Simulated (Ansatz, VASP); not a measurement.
# InP (InP (F-43m)) in two plane-wave programs

One calculation is typed for both programs; each brings its own data sets. How far apart do they land? The cell is taken from a series of runs on this material, whose earlier steps may have relaxed, scaled, displaced or heated it; both programs get it as it stands.

Calculated with Ansatz 0.2.0; plane waves, with VASP 6.6.1 beside it; single point at PBEsol.

**1. The starting structure**

The structure is cubic, space group F-43m (No. 216). Conventional cell: a = 5.908 Å, b = 5.908 Å, c = 5.908 Å, α = 90.00°, β = 90.00°, γ = 90.00°. Nearest to In lie 4 P at 2.56 Å. Nearest to P lie 4 In at 2.56 Å. Farther neighbours are not listed.

**2. VASP: single point, PBEsol, pair 1**

A single point gives forces, pressure and levels at one fixed geometry, so differences don't come from the geometry; what else differs is listed under the comparison.

Lines of VASP's logs that name or quote its potential files are left out, and so is its time.

The input, INCAR:

```
SYSTEM = InP
PREC = Accurate
ENCUT = 400
EDIFF = 1E-06
NELM = 120
ISMEAR = -1
SIGMA = 0.01
LREAL = .FALSE.
ALGO = Normal
GGA = PS
NBANDS = 15
LORBIT = 11
LWAVE = .FALSE.
LCHARG = .FALSE.
ISIF = 2
ISYM = 2
LASPH = .TRUE.
GGA_COMPAT = .FALSE.
EFERMI = MIDGAP
KPAR = 8
```

The input, POSCAR:

```
InP
1.0
    0.0000000000      2.9537776300      2.9537776300
    2.9537776300      0.0000000000      2.9537776300
    2.9537776300      2.9537776300      0.0000000000
In P
1 1
Direct
    0.0000000000      0.0000000000      0.0000000000
    0.2500000000      0.2500000000      0.2500000000
```

The input, KPOINTS:

```
Points of the shifted mesh
216
Reciprocal
 0.0833333333  0.0833333333  0.0833333333 1
 0.0833333333  0.0833333333  0.2500000000 1
 0.0833333333  0.0833333333  0.4166666667 1
 0.0833333333  0.0833333333  0.5833333333 1
 0.0833333333  0.0833333333  0.7500000000 1
 0.0833333333  0.0833333333  0.9166666667 1
 0.0833333333  0.2500000000  0.0833333333 1
 0.0833333333  0.2500000000  0.2500000000 1
 0.0833333333  0.2500000000  0.4166666667 1
 0.0833333333  0.2500000000  0.5833333333 1
 0.0833333333  0.2500000000  0.7500000000 1
 0.0833333333  0.2500000000  0.9166666667 1
 0.0833333333  0.4166666667  0.0833333333 1
 0.0833333333  0.4166666667  0.2500000000 1
 0.0833333333  0.4166666667  0.4166666667 1
 0.0833333333  0.4166666667  0.5833333333 1
 0.0833333333  0.4166666667  0.7500000000 1
 0.0833333333  0.4166666667  0.9166666667 1
 0.0833333333  0.5833333333  0.0833333333 1
 0.0833333333  0.5833333333  0.2500000000 1
 0.0833333333  0.5833333333  0.4166666667 1
 0.0833333333  0.5833333333  0.5833333333 1
 0.0833333333  0.5833333333  0.7500000000 1
 0.0833333333  0.5833333333  0.9166666667 1
 0.0833333333  0.7500000000  0.0833333333 1
 0.0833333333  0.7500000000  0.2500000000 1
 0.0833333333  0.7500000000  0.4166666667 1
 0.0833333333  0.7500000000  0.5833333333 1
 0.0833333333  0.7500000000  0.7500000000 1
 0.0833333333  0.7500000000  0.9166666667 1
 0.0833333333  0.9166666667  0.0833333333 1
 0.0833333333  0.9166666667  0.2500000000 1
 0.0833333333  0.9166666667  0.4166666667 1
 0.0833333333  0.9166666667  0.5833333333 1
 0.0833333333  0.9166666667  0.7500000000 1
 0.0833333333  0.9166666667  0.9166666667 1
 0.2500000000  0.0833333333  0.0833333333 1
 0.2500000000  0.0833333333  0.2500000000 1
 0.2500000000  0.0833333333  0.4166666667 1
 0.2500000000  0.0833333333  0.5833333333 1
 0.2500000000  0.0833333333  0.7500000000 1
 0.2500000000  0.0833333333  0.9166666667 1
 0.2500000000  0.2500000000  0.0833333333 1
 0.2500000000  0.2500000000  0.2500000000 1
 0.2500000000  0.2500000000  0.4166666667 1
 0.2500000000  0.2500000000  0.5833333333 1
 0.2500000000  0.2500000000  0.7500000000 1
 0.2500000000  0.2500000000  0.9166666667 1
 0.2500000000  0.4166666667  0.0833333333 1
 0.2500000000  0.4166666667  0.2500000000 1
 0.2500000000  0.4166666667  0.4166666667 1
 0.2500000000  0.4166666667  0.5833333333 1
 0.2500000000  0.4166666667  0.7500000000 1
 0.2500000000  0.4166666667  0.9166666667 1
 0.2500000000  0.5833333333  0.0833333333 1
 0.2500000000  0.5833333333  0.2500000000 1
 0.2500000000  0.5833333333  0.4166666667 1
 0.2500000000  0.5833333333  0.5833333333 1
 0.2500000000  0.5833333333  0.7500000000 1
 0.2500000000  0.5833333333  0.9166666667 1
 0.2500000000  0.7500000000  0.0833333333 1
 0.2500000000  0.7500000000  0.2500000000 1
 0.2500000000  0.7500000000  0.4166666667 1
 0.2500000000  0.7500000000  0.5833333333 1
 0.2500000000  0.7500000000  0.7500000000 1
 0.2500000000  0.7500000000  0.9166666667 1
 0.2500000000  0.9166666667  0.0833333333 1
 0.2500000000  0.9166666667  0.2500000000 1
 0.2500000000  0.9166666667  0.4166666667 1
 0.2500000000  0.9166666667  0.5833333333 1
 0.2500000000  0.9166666667  0.7500000000 1
 0.2500000000  0.9166666667  0.9166666667 1
 0.4166666667  0.0833333333  0.0833333333 1
 0.4166666667  0.0833333333  0.2500000000 1
 0.4166666667  0.0833333333  0.4166666667 1
 0.4166666667  0.0833333333  0.5833333333 1
 0.4166666667  0.0833333333  0.7500000000 1
 0.4166666667  0.0833333333  0.9166666667 1
 0.4166666667  0.2500000000  0.0833333333 1
 0.4166666667  0.2500000000  0.2500000000 1
 0.4166666667  0.2500000000  0.4166666667 1
 0.4166666667  0.2500000000  0.5833333333 1
 0.4166666667  0.2500000000  0.7500000000 1
 0.4166666667  0.2500000000  0.9166666667 1
 0.4166666667  0.4166666667  0.0833333333 1
 0.4166666667  0.4166666667  0.2500000000 1
 0.4166666667  0.4166666667  0.4166666667 1
 0.4166666667  0.4166666667  0.5833333333 1
 0.4166666667  0.4166666667  0.7500000000 1
 0.4166666667  0.4166666667  0.9166666667 1
 0.4166666667  0.5833333333  0.0833333333 1
 0.4166666667  0.5833333333  0.2500000000 1
 0.4166666667  0.5833333333  0.4166666667 1
 0.4166666667  0.5833333333  0.5833333333 1
 0.4166666667  0.5833333333  0.7500000000 1
 0.4166666667  0.5833333333  0.9166666667 1
 0.4166666667  0.7500000000  0.0833333333 1
 0.4166666667  0.7500000000  0.2500000000 1
 0.4166666667  0.7500000000  0.4166666667 1
 0.4166666667  0.7500000000  0.5833333333 1
 0.4166666667  0.7500000000  0.7500000000 1
 0.4166666667  0.7500000000  0.9166666667 1
 0.4166666667  0.9166666667  0.0833333333 1
 0.4166666667  0.9166666667  0.2500000000 1
 0.4166666667  0.9166666667  0.4166666667 1
 0.4166666667  0.9166666667  0.5833333333 1
 0.4166666667  0.9166666667  0.7500000000 1
 0.4166666667  0.9166666667  0.9166666667 1
 0.5833333333  0.0833333333  0.0833333333 1
 0.5833333333  0.0833333333  0.2500000000 1
 0.5833333333  0.0833333333  0.4166666667 1
 0.5833333333  0.0833333333  0.5833333333 1
 0.5833333333  0.0833333333  0.7500000000 1
 0.5833333333  0.0833333333  0.9166666667 1
 0.5833333333  0.2500000000  0.0833333333 1
 0.5833333333  0.2500000000  0.2500000000 1
 0.5833333333  0.2500000000  0.4166666667 1
 0.5833333333  0.2500000000  0.5833333333 1
 0.5833333333  0.2500000000  0.7500000000 1
 0.5833333333  0.2500000000  0.9166666667 1
 0.5833333333  0.4166666667  0.0833333333 1
 0.5833333333  0.4166666667  0.2500000000 1
 0.5833333333  0.4166666667  0.4166666667 1
 0.5833333333  0.4166666667  0.5833333333 1
 0.5833333333  0.4166666667  0.7500000000 1
 0.5833333333  0.4166666667  0.9166666667 1
 0.5833333333  0.5833333333  0.0833333333 1
 0.5833333333  0.5833333333  0.2500000000 1
 0.5833333333  0.5833333333  0.4166666667 1
 0.5833333333  0.5833333333  0.5833333333 1
 0.5833333333  0.5833333333  0.7500000000 1
 0.5833333333  0.5833333333  0.9166666667 1
 0.5833333333  0.7500000000  0.0833333333 1
 0.5833333333  0.7500000000  0.2500000000 1
 0.5833333333  0.7500000000  0.4166666667 1
 0.5833333333  0.7500000000  0.5833333333 1
 0.5833333333  0.7500000000  0.7500000000 1
 0.5833333333  0.7500000000  0.9166666667 1
 0.5833333333  0.9166666667  0.0833333333 1
 0.5833333333  0.9166666667  0.2500000000 1
 0.5833333333  0.9166666667  0.4166666667 1
 0.5833333333  0.9166666667  0.5833333333 1
 0.5833333333  0.9166666667  0.7500000000 1
 0.5833333333  0.9166666667  0.9166666667 1
 0.7500000000  0.0833333333  0.0833333333 1
 0.7500000000  0.0833333333  0.2500000000 1
 0.7500000000  0.0833333333  0.4166666667 1
 0.7500000000  0.0833333333  0.5833333333 1
 0.7500000000  0.0833333333  0.7500000000 1
 0.7500000000  0.0833333333  0.9166666667 1
 0.7500000000  0.2500000000  0.0833333333 1
 0.7500000000  0.2500000000  0.2500000000 1
 0.7500000000  0.2500000000  0.4166666667 1
 0.7500000000  0.2500000000  0.5833333333 1
 0.7500000000  0.2500000000  0.7500000000 1
 0.7500000000  0.2500000000  0.9166666667 1
 0.7500000000  0.4166666667  0.0833333333 1
 0.7500000000  0.4166666667  0.2500000000 1
 0.7500000000  0.4166666667  0.4166666667 1
 0.7500000000  0.4166666667  0.5833333333 1
 0.7500000000  0.4166666667  0.7500000000 1
 0.7500000000  0.4166666667  0.9166666667 1
 0.7500000000  0.5833333333  0.0833333333 1
 0.7500000000  0.5833333333  0.2500000000 1
 0.7500000000  0.5833333333  0.4166666667 1
 0.7500000000  0.5833333333  0.5833333333 1
 0.7500000000  0.5833333333  0.7500000000 1
 0.7500000000  0.5833333333  0.9166666667 1
 0.7500000000  0.7500000000  0.0833333333 1
 0.7500000000  0.7500000000  0.2500000000 1
 0.7500000000  0.7500000000  0.4166666667 1
 0.7500000000  0.7500000000  0.5833333333 1
 0.7500000000  0.7500000000  0.7500000000 1
 0.7500000000  0.7500000000  0.9166666667 1
 0.7500000000  0.9166666667  0.0833333333 1
 0.7500000000  0.9166666667  0.2500000000 1
 0.7500000000  0.9166666667  0.4166666667 1
 0.7500000000  0.9166666667  0.5833333333 1
 0.7500000000  0.9166666667  0.7500000000 1
 0.7500000000  0.9166666667  0.9166666667 1
 0.9166666667  0.0833333333  0.0833333333 1
 0.9166666667  0.0833333333  0.2500000000 1
 0.9166666667  0.0833333333  0.4166666667 1
 0.9166666667  0.0833333333  0.5833333333 1
 0.9166666667  0.0833333333  0.7500000000 1
 0.9166666667  0.0833333333  0.9166666667 1
 0.9166666667  0.2500000000  0.0833333333 1
 0.9166666667  0.2500000000  0.2500000000 1
 0.9166666667  0.2500000000  0.4166666667 1
 0.9166666667  0.2500000000  0.5833333333 1
 0.9166666667  0.2500000000  0.7500000000 1
 0.9166666667  0.2500000000  0.9166666667 1
 0.9166666667  0.4166666667  0.0833333333 1
 0.9166666667  0.4166666667  0.2500000000 1
 0.9166666667  0.4166666667  0.4166666667 1
 0.9166666667  0.4166666667  0.5833333333 1
 0.9166666667  0.4166666667  0.7500000000 1
 0.9166666667  0.4166666667  0.9166666667 1
 0.9166666667  0.5833333333  0.0833333333 1
 0.9166666667  0.5833333333  0.2500000000 1
 0.9166666667  0.5833333333  0.4166666667 1
 0.9166666667  0.5833333333  0.5833333333 1
 0.9166666667  0.5833333333  0.7500000000 1
 0.9166666667  0.5833333333  0.9166666667 1
 0.9166666667  0.7500000000  0.0833333333 1
 0.9166666667  0.7500000000  0.2500000000 1
 0.9166666667  0.7500000000  0.4166666667 1
 0.9166666667  0.7500000000  0.5833333333 1
 0.9166666667  0.7500000000  0.7500000000 1
 0.9166666667  0.7500000000  0.9166666667 1
 0.9166666667  0.9166666667  0.0833333333 1
 0.9166666667  0.9166666667  0.2500000000 1
 0.9166666667  0.9166666667  0.4166666667 1
 0.9166666667  0.9166666667  0.5833333333 1
 0.9166666667  0.9166666667  0.7500000000 1
 0.9166666667  0.9166666667  0.9166666667 1
```

Potentials, in the order of the species: In_d and P (PBE family, release 64).

The run is started by

```sh
$ mpirun -np 8 vasp_std
```

Numbers of over 12 decimals in the logs are rounded to 6 here.

The program printed:

```text
[banner, memory and clock lines left out]
running    8 mpi-ranks, on    1 nodes
 distrk:  each k-point on    1 cores,    8 groups
 distr:  one band on    1 cores,    1 groups

 POSCAR found type information on POSCAR InP
 POSCAR found :  2 types and       2 ions
|                                                                             |
|           W    W    AA    RRRRR   N    N  II  N    N   GGGG   !!!           |
|           W    W   A  A   R    R  NN   N  II  NN   N  G    G  !!!           |
|           W    W  A    A  R    R  N N  N  II  N N  N  G       !!!           |
|           W WW W  AAAAAA  RRRRR   N  N N  II  N  N N  G  GGG   !            |
|           WW  WW  A    A  R   R   N   NN  II  N   NN  G    G                |
|           W    W  A    A  R    R  N    N  II  N    N   GGGG   !!!           |
|                                                                             |
|     For optimal performance we recommend to set                             |
|       NCORE = 2 up to number-of-cores-per-socket                            |
|     NCORE specifies how many cores store one orbital (NPAR=cpu/NCORE).      |
|     This setting can greatly improve the performance of VASP for DFT.       |
|     The default, NCORE=1 might be grossly inefficient on modern             |
|     multi-core architectures or massively parallel machines. Do your        |
|     Unfortunately you need to use the default for GW and RPA                |
|     calculations (for HF NCORE is supported but not extensively tested      |
|     yet).                                                                   |
|                                                                             |

|                                                                             |
|               ----> ADVICE to this user running VASP <----                  |
|                                                                             |
|     You enforced a specific xc type in the INCAR file but a different       |
|     [... a line on the potential file left out ...]
|     I HOPE YOU KNOW WHAT YOU ARE DOING!                                     |
|                                                                             |

 LDA part: xc-table for (Slater+PW92), standard interpolation
 POSCAR, INCAR and KPOINTS ok, starting setup
 FFT: planning ... GRIDC
 FFT: planning ... GRID_SOFT
 FFT: planning ... GRID
 WAVECAR not read
 entering main loop
       N       E                     dE             d eps       ncg     rms          rms(c)
DAV:   1     0.102561099648E+03    0.10256E+03   -0.73013E+03  6538   0.110E+03
DAV:   2    -0.266542767459E+01   -0.10523E+03   -0.10106E+03  7131   0.277E+02
DAV:   3    -0.937169584404E+01   -0.67063E+01   -0.66763E+01  8468   0.740E+01
DAV:   4    -0.954074974688E+01   -0.16905E+00   -0.16900E+00  8228   0.129E+01
DAV:   5    -0.954886011997E+01   -0.81104E-02   -0.81102E-02  9747   0.238E+00    0.526E+00
DAV:   6    -0.918916351143E+01    0.35970E+00   -0.59253E-01 10365   0.139E+01    0.310E+00
DAV:   7    -0.915738066343E+01    0.31783E-01   -0.13928E-01  9268   0.340E+00    0.109E+00
DAV:   8    -0.915472262731E+01    0.26580E-02   -0.13570E-02  8316   0.144E+00    0.305E-01
DAV:   9    -0.915494277243E+01   -0.22015E-03   -0.12741E-03  8850   0.448E-01    0.152E-01
DAV:  10    -0.915498473442E+01   -0.41962E-04   -0.15226E-04 10048   0.113E-01    0.102E-01
DAV:  11    -0.915501023941E+01   -0.25505E-04   -0.26932E-05  8146   0.542E-02    0.132E-02
DAV:  12    -0.915501058777E+01   -0.34836E-06   -0.70335E-06  8748   0.460E-02
   1 F= -.91550106E+01 E0= -.91550106E+01  d E =0.000000E+00
```

Parts of OUTCAR (step 2):

```text
ion  position               nearest neighbor table
   1  0.000  0.000  0.000-   2 2.56   2 2.56   2 2.56   2 2.56
   2  0.250  0.250  0.250-   1 2.56   1 2.56   1 2.56   1 2.56

  LATTYP: Found a face centered cubic cell.
 ALAT       =     5.9075552600

 Subroutine GETGRP returns: Found 24 space group operations
 (whereof 24 operations were pure point group operations)

The static configuration has the point symmetry T_d .

   k-points           NKPTS =    216   k-points in BZ     NKDIM =    216   number of bands    NBANDS=     15

   dimension x,y,z NGX =    28 NGY =   28 NGZ =   28
   dimension x,y,z NGXF=    56 NGYF=   56 NGZF=   56

   ENCUT  =  400.0 eV  29.40 Ry    5.42 a.u.   6.81  6.81  6.81*2*pi/ulx,y,z

   NELECT =      18.0000    total number of electrons

 k-points in reciprocal lattice and weights: Points of the shifted mesh
   0.08333333  0.08333333  0.08333333       0.005
   0.08333333  0.08333333  0.25000000       0.005
   0.08333333  0.08333333  0.41666667       0.005
   0.08333333  0.08333333  0.58333333       0.005
   0.08333333  0.08333333  0.75000000       0.005
   0.08333333  0.08333333  0.91666667       0.005
   0.08333333  0.25000000  0.08333333       0.005
   0.08333333  0.25000000  0.25000000       0.005
   0.08333333  0.25000000  0.41666667       0.005
[...]
0.91666667  0.91666667  0.75000000       0.005
   0.91666667  0.91666667  0.91666667       0.005

 average (electrostatic) potential at core
       1 -95.7201       2 -82.9944

 E-fermi :   5.3911

 k-point     1 :       0.0833    0.0833    0.0833
  band No.  band energies     occupation
    ...
      5      -9.1232      2.00000
      6      -6.4752      2.00000
      7       3.8737      2.00000
      8       4.7471      2.00000
      9       4.7471      2.00000
     10       6.0351      0.00000
     11       8.8698      0.00000
     12       8.9826      0.00000
     13       8.9826      0.00000
     14      13.5010      0.00000
    ...

 k-point     2 :       0.0833    0.0833    0.2500
  band No.  band energies     occupation
    ...
      5      -9.1188      2.00000
      6      -6.0784      2.00000
      7       2.1135      2.00000
      8       3.9016      2.00000
      9       4.5633      2.00000
     10       6.8738      0.00000
     11       9.0435      0.00000
     12       9.2983      0.00000
     13       9.8858      0.00000
     14      12.7864      0.00000
    ...

 k-point     3 :       0.0833    0.0833    0.4167
  band No.  band energies     occupation
    ...
      5      -9.1132      2.00000
      6      -5.2622      2.00000
      7      -0.0007      2.00000
      8       3.4317      2.00000
      9       4.0619      2.00000
     10       6.7425      0.00000
     11       9.5478      0.00000
     12       9.6693      0.00000
     13      11.0539      0.00000
     14      13.5117      0.00000
    ...

  Total       -0.3110786     -0.3110786     -0.3110786      0.0000000      0.0000000     -0.0000000
  in kB       -9.6697976     -9.6697976     -9.6697976      0.0000000      0.0000000     -0.0000000
  external PRESSURE =      -9.6697976 kB  Pullay stress =       0.0000000 kB

  energy-cutoff  :      400.00
  volume of cell :       51.54
      direct lattice vectors                 reciprocal lattice vectors
     0.000000000  2.953777630  2.953777630    -0.169274760  0.169274760  0.169274760
     2.953777630  0.000000000  2.953777630     0.169274760 -0.169274760  0.169274760
     2.953777630  2.953777630  0.000000000     0.169274760  0.169274760 -0.169274760

 POSITION                                       TOTAL-FORCE (eV/Angst)
 -----------------------------------------------------------------------------------
      0.00000      0.00000      0.00000        -0.000000     -0.000000     -0.000000
      1.47689      1.47689      1.47689         0.000000      0.000000      0.000000
 -----------------------------------------------------------------------------------
    total drift:                                0.000000      0.000000      0.000000

  FREE ENERGIE OF THE ION-ELECTRON SYSTEM (eV)
  ---------------------------------------------------
  free  energy   TOTEN  =        -9.1550105878 eV

  energy  without entropy=       -9.1550105878  energy(sigma->0) =       -9.15501059

 total charge
# of ion       s       p       d       tot
------------------------------------------
    1        0.829   0.750   9.897  11.476
    2        1.031   1.463   0.000   2.494
--------------------------------------------------
tot          1.860   2.213   9.897  13.970

[... 3 further parts left out ...]
```

The run ends at a pressure of -0.97 GPa.

(Continued in part 2 of 3.)

[Lines on the potential files, build, host, timing and source positions are cut from VASP's logs without a mark.]

[Logs are printed without paths, hosts, clocks, repeated set-up lines and the standing remarks that a program may print on its own settings, such as how far it seeks lower states.]

[Hosts, paths, dates, database ids (printed as entryN), source tags and the programs' standing remarks are cut or masked in the printed files.]
